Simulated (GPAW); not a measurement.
The system is C.

```
C
1.0
     2.52210    0.00000    0.00000
    -1.26105    2.18420    0.00000
     0.00000    0.00000    8.23710
C
8
Cartesian
  1.2611 0.7281 6.9501
  0.0000 1.4561 2.8315
  1.2611 0.7281 5.4056
  0.0000 1.4561 1.2870
  0.0000 0.0000 7.4649
  0.0000 0.0000 3.3463
  0.0000 0.0000 4.8908
  0.0000 0.0000 0.7722
```

This is a hexagonal form of diamond, not graphite.

| Property | Result |
| --- | --- |
| Program | GPAW 26.7.0 |
| Task | relaxation of cell and atoms |
| Functional | SCAN |
| Potentials or basis | GPAW PAW data sets (gpaw-data 1.2.1) |
| Cutoff | 800 eV |
| Basis | pw |
| k mesh | 7 × 7 × 2 |
| Occupations | fermi-dirac, width 0.05 eV |
| Spin | no spin polarisation |

At the start: pressure -5.5 GPa; volume 5.67 Å³/atom.

Question: Where does the relaxation end?

Answer: Over 7 steps the energy falls by 3.5 meV/atom and the volume is 5.60 Å³/atom (-1.3 %); space group P6_3/mmc (No. 194, to 0.05 Å).

The path:
```csv
step,energy change (eV),largest force (eV/Å),pressure (GPa),volume (Å³)
1,0.0000,0.3516,-5.50,45.38
2,-0.0119,0.1043,-5.08,45.33
3,-0.0169,0.0734,-4.24,45.25
4,-0.0206,0.1380,-3.18,45.14
5,-0.0261,0.1555,-0.93,44.91
6,-0.0275,0.0738,0.11,44.81
7,-0.0278,0.0101,0.20,44.80
```

Final structure:
```
C
1.0
     2.50308    0.00000    0.00000
    -1.25154    2.16773    0.00000
     0.00000    0.00000    8.25620
C
8
Cartesian
  1.2515 0.7226 6.9728
  0.0000 1.4452 2.8447
  1.2515 0.7226 5.4115
  0.0000 1.4452 1.2834
  0.0000 0.0000 7.4892
  0.0000 0.0000 3.3611
  0.0000 0.0000 4.8951
  0.0000 0.0000 0.7670
```

Caveat: the k mesh is coarse; later steps reuse the first step's grids; the PAW data sets were made with another functional, which shifts forces and pressure a little.
